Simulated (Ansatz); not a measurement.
# BaTe: the cost of one run

Method: DFT PBEsol, scalar-relativistic, in Ansatz 0.2.0.

### Step 1. The starting structure

The structure is cubic, space group Fm-3m (No. 225). The conventional cell has a = 6.820 Å, b = 6.820 Å, c = 6.820 Å, α = 90.00°, β = 90.00°, γ = 90.00°. Ba (site symmetry m-3m) has 6 Te at 3.41 Å as nearest neighbours. Around Te (site symmetry m-3m) lie 6 Ba at 3.41 Å.

Coordinates:

```cif
data_structure
_symmetry_space_group_name_H-M 'P 1'
_symmetry_Int_Tables_number 1
_cell_length_a 4.8225
_cell_length_b 4.8225
_cell_length_c 4.8225
_cell_angle_alpha 60.000
_cell_angle_beta 60.000
_cell_angle_gamma 60.000
_cell_volume 79.30
loop_
_atom_site_label
_atom_site_type_symbol
_atom_site_fract_x
_atom_site_fract_y
_atom_site_fract_z
_atom_site_occupancy
Ba1 Ba 0.00000 0.00000 0.00000 1
Te1 Te 0.50000 0.50000 0.50000 1
```

Atoms are numbered in the order of the input: Ba1, Te2.

### Step 2. After the deformation

Space group Fm-3m before, I4/mmm after.

### Step 3. Full-potential LAPW

Input file input.yaml:

```yaml
crystal:
  lattice:
    - [0.0, 3.4782, 3.41]
    - [3.4782, 0.0, 3.41]
    - [3.4782, 3.4782, 0.0]
  atoms:
    - { symbol: Ba, position: [0.0, 0.0, 0.0] }
    - { symbol: Te, position: [0.5, 0.5, 0.5] }
kpoints:
  mp_grid: { grid: [10, 10, 10] }
  band_path:
    path:
      - [0.0, 0.0, 0.0]
      - [0.0, 0.5, 0.5]
      - [0.25, 0.75, 0.5]
      - [0.0, 0.5, 0.0]
      - [0.0, 0.0, 0.0]
      - [0.5, 0.5, 0.0]
      - [0.38005, 0.61995, 0.0]
      - [-0.38005, 0.38005, 0.0]
      - [0.0, 0.0, 0.0]
    npoints: 5
scf:
  occupations: { method: fermi_dirac, width: 0.05 }
hamiltonian:
  xc: pbesol
  pseudopotentials: { kind: all_electron, lapw: { basis_error: 0.00025 } }
output:
  forces: true
  stress: true
  eigenvalues: true
```

Launch:

```
ansatz run input.yaml --threads 1 --pin off --max-ram 3072MiB --backend cpu --events-out ev --progress --plain --runs-dir out
```

**Question.** How long does this run take on 1 thread of Intel Xeon Platinum 8375C at 2.90GHz (Ice Lake), shared host, and how much memory does it need?

About 30 s, with a peak of 0.55 GiB.
